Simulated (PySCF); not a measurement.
# Electronic absorption of CH4N2O

Species: CH4N2O.
Numbering: `[NH2:1][C:2]([NH2:3])=[O:4]` (hydrogens: H5, H6 on N1; H7, H8 on N3)

Level of theory: TDDFT CAM-B3LYP/def2-SVPD, vertical, gas phase, core orbitals frozen in the response in PySCF 2.14.0, density-fitted response routines. One conformer (not necessarily the lowest) at the GFN2-xTB geometry, without solvent, vibrations or thermal averaging. Torsions of this conformer, `[NH2:1][C:2]([NH2:3])=[O:4]`: H–N1–C2–N3 -167°, H–N1–C2–N3 -19°, H–N3–C2–N1 -20°, H–N3–C2–N1 -167°.

```json
{"state": "S1", "E (eV)": "6.71", "λ (nm)": "184.7", "f": "0.0010", "|μ| (D)": "0.20", "main configurations (H = HOMO, L = LUMO)": "H→L+1 (41%), H→L+3 (33%), H-1→L+3 (9%)"}
{"state": "S2", "E (eV)": "7.02", "λ (nm)": "176.5", "f": "0.0002", "|μ| (D)": "0.09", "main configurations (H = HOMO, L = LUMO)": "H-2→L (91%)"}
{"state": "S3", "E (eV)": "7.06", "λ (nm)": "175.7", "f": "0.018", "|μ| (D)": "0.82", "main configurations (H = HOMO, L = LUMO)": "H→L (79%), H-1→L (13%)"}
{"state": "S4", "E (eV)": "7.43", "λ (nm)": "166.9", "f": "0.037", "|μ| (D)": "1.14", "main configurations (H = HOMO, L = LUMO)": "H-1→L (78%), H→L (14%)"}
{"state": "S5", "E (eV)": "8.06", "λ (nm)": "153.9", "f": "0.122", "|μ| (D)": "2.00", "main configurations (H = HOMO, L = LUMO)": "H→L+1 (37%), H-1→L+1 (29%), H-1→L+3 (22%)"}
{"state": "S6", "E (eV)": "8.11", "λ (nm)": "152.8", "f": "0.157", "|μ| (D)": "2.26", "main configurations (H = HOMO, L = LUMO)": "H-2→L+1 (75%), H-2→L+3 (17%)"}
{"state": "S7", "E (eV)": "8.54", "λ (nm)": "145.2", "f": "0.032", "|μ| (D)": "0.99", "main configurations (H = HOMO, L = LUMO)": "H-2→L+2 (43%), H-1→L+3 (24%)"}
{"state": "S8", "E (eV)": "8.57", "λ (nm)": "144.7", "f": "0.017", "|μ| (D)": "0.73", "main configurations (H = HOMO, L = LUMO)": "H→L+2 (54%), H-1→L+2 (13%), H-2→L+3 (10%)"}
```

Triplets (Tamm–Dancoff): T1 6.25 eV, H→L+3 (42%), H→L+1 (40%); T2 6.45 eV, H-1→L+1 (43%), H-1→L+3 (34%); T3 6.74 eV, H-2→L (82%), H-1→L+3 (9%).

The lowest singlet lies at 6.71 eV (185 nm, vacuum ultraviolet) and is very weak; its leading configuration is HOMO→LUMO+1 (41%). The most intense listed level is S6 at 8.11 eV (153 nm, f = 0.157), 1.40 eV above S1. Löwdin shares by element: HOMO oxygen 66%, nitrogen 21%, carbon 10%; LUMO hydrogen 38% or more, carbon 22%, nitrogen 12% or more (atoms not listed hold the other 28%). Orbital energies (eV): HOMO-3 -13.30, HOMO-2 -9.57, HOMO-1 -9.48, HOMO -9.13, LUMO 1.02, LUMO+1 2.07, LUMO+2 2.67. Of the 8 states listed, 6 reach f = 0.01 and 1 stays under 0.0005. Weighted by f, the mean energy of these states is 8.03 eV. No computed singlet lies in the visible range (380 to 750 nm); the lowest, at 185 nm, stands 3.45 eV above its violet end (3.26 eV). Singlets were solved by full linear response, triplets in the Tamm–Dancoff approximation.

The run took 7.4 s wall on an Arm Neoverse V2 with one thread, no GPU, shared host.
